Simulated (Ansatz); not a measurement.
The system is MgSi.

```
CELL_PARAMETERS angstrom
2.90839 0.00000 0.00000
0.00000 2.90839 0.00000
0.00000 0.00000 4.10343
ATOMIC_POSITIONS crystal
Si 0.50000 0.50000 0.50000
Mg 0.00000 0.00000 0.00000
```

The cell comes from a database or a generator and needn't be the stable form of this composition.

Base run:

- Program: Ansatz 0.2.0
- Functional: PBEsol
- Potentials or basis: all-electron LAPW, scalar-relativistic
- Cutoff: 139 eV (chosen from the basis error)
- Basis error allowed: 0.001 eV/atom
- k mesh: 9 × 9 × 7
- Occupations: fermi-dirac, width 0.05 eV
- Spin: no spin polarisation

Its results: pressure -1.5 GPa.

Question: The run is repeated on the same cell with these changes: functional from PBEsol to LDA. What comes out?

Answer: Pressure -3.2 GPa.

LDA binds more tightly than PBEsol, so the same cell stands under less pressure.
